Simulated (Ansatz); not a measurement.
# Ga2O3: the cost of one run

Method: DFT PBE, scalar-relativistic, plane waves, PAW, in Ansatz 0.2.0.

### 1 The system as given

Symmetry: C2/m, No. 12, monoclinic system. Conventional cell: a = 12.214 Å, b = 3.037 Å, c = 5.798 Å, α = 90.00°, β = 103.83°, γ = 90.00°. Ga (site symmetry m) has 4 O at 1.83 to 1.86 Å as nearest neighbours. Ga (site symmetry m) has 6 O at 1.94 to 2.07 Å as nearest neighbours. O (site symmetry m) has 3 Ga at 1.83 to 1.94 Å as nearest neighbours. O (site symmetry m) is surrounded by 4 Ga at 1.86 to 2.07 Å.

As a file:

```xyz
40
Lattice="0.0000 -6.0742 0.0000 4.7210 1.5186 5.6300 -7.4930 1.5186 5.6300" Properties=species:S:1:pos:R:3 pbc="T T T"
Ga    0.0041    0.0000    4.4736
Ga   -1.3819    0.0000   10.1036
Ga    0.0041   -3.0371    4.4736
Ga   -1.3819   -3.0371   10.1036
Ga   -1.3900    0.0000    1.1564
Ga   -2.7760    0.0000    6.7864
Ga   -1.3900   -3.0371    1.1564
Ga   -2.7760   -3.0371    6.7864
Ga    0.1167    1.5186    7.3979
Ga   -5.9903    0.0000    7.3979
Ga    0.1167   -1.5186    7.3979
Ga   -5.9903   -3.0371    7.3979
Ga    3.2184    0.0000    3.8621
Ga   -2.8886   -1.5185    3.8621
Ga    3.2184   -3.0371    3.8621
Ga   -2.8886   -4.5557    3.8621
O    -5.6360    1.5186    6.2482
O    -5.6360   -1.5186    6.2482
O     0.4710    0.0000    6.2482
O     0.4710   -3.0371    6.2482
O    -3.2430    0.0000    5.0118
O    -3.2430   -3.0371    5.0118
O     2.8640   -1.5185    5.0118
O     2.8640   -4.5556    5.0118
O     1.3361    0.0000    3.1708
O    -0.0499    0.0000    8.8008
O     1.3361   -3.0371    3.1708
O    -0.0499   -3.0371    8.8008
O    -2.7221    0.0000    2.4592
O    -4.1081    0.0000    8.0892
O    -2.7221   -3.0371    2.4592
O    -4.1081   -3.0371    8.0892
O    -1.7917    1.5186    7.0747
O    -1.7917   -1.5186    7.0747
O    -0.4057   -1.5185    1.4447
O    -0.4057   -4.5556    1.4447
O    -2.3663    1.5186    9.8154
O    -2.3663   -1.5186    9.8154
O    -0.9803   -1.5186    4.1853
O    -0.9803   -4.5556    4.1853
```

The runs take a perfect supercell of 40 atoms; the defect goes to fractional position (0.199, 0.488, 0.307).

### 2 The perfect supercell

input.yaml

```yaml
crystal:
  lattice:
    - [0.0, -6.0742, -1.0e-06]
    - [4.721011, 1.51855, 5.630009]
    - [-7.492989, 1.51855, 5.630009]
  atoms:
    - { symbol: Ga, position: [0.19865, 0.4878, 0.3068] }
    - { symbol: Ga, position: [0.44865, 0.9878, 0.8068] }
    - { symbol: Ga, position: [0.69865, 0.4878, 0.3068] }
    - { symbol: Ga, position: [0.94865, 0.9878, 0.8068] }
    - { symbol: Ga, position: [0.05135, 0.0122, 0.1932] }
    - { symbol: Ga, position: [0.30135, 0.5122, 0.6932] }
    - { symbol: Ga, position: [0.55135, 0.0122, 0.1932] }
    - { symbol: Ga, position: [0.80135, 0.5122, 0.6932] }
    - { symbol: Ga, position: [0.078505, 0.81567, 0.49835] }
    - { symbol: Ga, position: [0.328505, 0.31567, 0.99835] }
    - { symbol: Ga, position: [0.578505, 0.81567, 0.49835] }
    - { symbol: Ga, position: [0.828505, 0.31567, 0.99835] }
    - { symbol: Ga, position: [0.171495, 0.68433, 0.00165] }
    - { symbol: Ga, position: [0.421495, 0.18433, 0.50165] }
    - { symbol: Ga, position: [0.671495, 0.68433, 0.00165] }
    - { symbol: Ga, position: [0.921495, 0.18433, 0.50165] }
    - { symbol: O, position: [0.02745, 0.2194, 0.8904] }
    - { symbol: O, position: [0.52745, 0.2194, 0.8904] }
    - { symbol: O, position: [0.27745, 0.7194, 0.3904] }
    - { symbol: O, position: [0.77745, 0.7194, 0.3904] }
    - { symbol: O, position: [0.22255, 0.2806, 0.6096] }
    - { symbol: O, position: [0.72255, 0.2806, 0.6096] }
    - { symbol: O, position: [0.47255, 0.7806, 0.1096] }
    - { symbol: O, position: [0.97255, 0.7806, 0.1096] }
    - { symbol: O, position: [0.1408, 0.4549, 0.1083] }
    - { symbol: O, position: [0.3908, 0.9549, 0.6083] }
    - { symbol: O, position: [0.6408, 0.4549, 0.1083] }
    - { symbol: O, position: [0.8908, 0.9549, 0.6083] }
    - { symbol: O, position: [0.1092, 0.0451, 0.3917] }
    - { symbol: O, position: [0.3592, 0.5451, 0.8917] }
    - { symbol: O, position: [0.6092, 0.0451, 0.3917] }
    - { symbol: O, position: [0.8592, 0.5451, 0.8917] }
    - { symbol: O, position: [0.06415, 0.6242, 0.6324] }
    - { symbol: O, position: [0.56415, 0.6242, 0.6324] }
    - { symbol: O, position: [0.31415, 0.1242, 0.1324] }
    - { symbol: O, position: [0.81415, 0.1242, 0.1324] }
    - { symbol: O, position: [0.18585, 0.8758, 0.8676] }
    - { symbol: O, position: [0.68585, 0.8758, 0.8676] }
    - { symbol: O, position: [0.43585, 0.3758, 0.3676] }
    - { symbol: O, position: [0.93585, 0.3758, 0.3676] }
basis:
  ecutwfc: 420
  fft_grid_basis: typed
kpoints:
  mp_grid: { grid: [2, 2, 1] }
hamiltonian:
  xc: pbe
  pseudopotentials: { kind: paw }
scf:
  occupations: { method: gaussian, width: 0.05 }
output:
  forces: true
  stress: false
  eigenvalues: true
  bader: false
  write_density: true
  volumetric_format: npy
```

Command:

```bash
$ ansatz run input.yaml --threads 4 --pin off --max-ram 10240MiB --backend cpu --events-out ev --progress --plain --runs-dir out
```

Q: Estimate wall time and peak memory on 4 threads of Intel Xeon 6975P-C (Granite Rapids), shared host.

About 4.7 s, with a peak of 1.8 GiB.
